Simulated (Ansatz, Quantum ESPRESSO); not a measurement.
# HgTe: 3 runs at one level of theory

The starting cell:

```xyz
2
Lattice="0.0000 3.2145 3.2145 3.2145 0.0000 3.2145 3.2145 3.2145 0.0000" Properties=species:S:1:pos:R:3 pbc="T T T"
Hg    0.0000    0.0000    0.0000
Te    4.8217    4.8217    4.8217
```

Alike in all runs: task relaxation of cell and atoms; functional PBEsol; dispersion D4; k mesh 7 × 7 × 7; occupations fermi-dirac, width 0.05 eV; no spin polarisation; no spin-orbit coupling.

```json
{"program and potentials": "Ansatz, Ansatz PAW", "plane-wave cutoff (eV)": "420", "notes": "potentials made for PBE, which Ansatz adapts in part; 18 valence electrons an atom on average", "equilibrium volume (Å³/atom)": "33.72"}
{"program and potentials": "Quantum ESPRESSO, GBRV 1.5 PBEsol", "plane-wave cutoff (eV)": "612", "notes": "9 valence electrons an atom on average", "equilibrium volume (Å³/atom)": "33.97"}
{"program and potentials": "Ansatz, all-electron LAPW, scalar-relativistic", "plane-wave cutoff (eV)": "-", "notes": "-", "equilibrium volume (Å³/atom)": "33.73"}
```

The equilibrium volume spans 33.72 (Ansatz, Ansatz PAW) to 33.97 Å³/atom (Quantum ESPRESSO, GBRV 1.5 PBEsol), with all-electron results at 33.73. Relaxations stop with a little pressure left, so the last digit of a volume isn't settled.

Differences between rows come from potentials, basis sets and numerical settings, since the functional is the same but for its coding. Runs on potential files found faulty are left out.
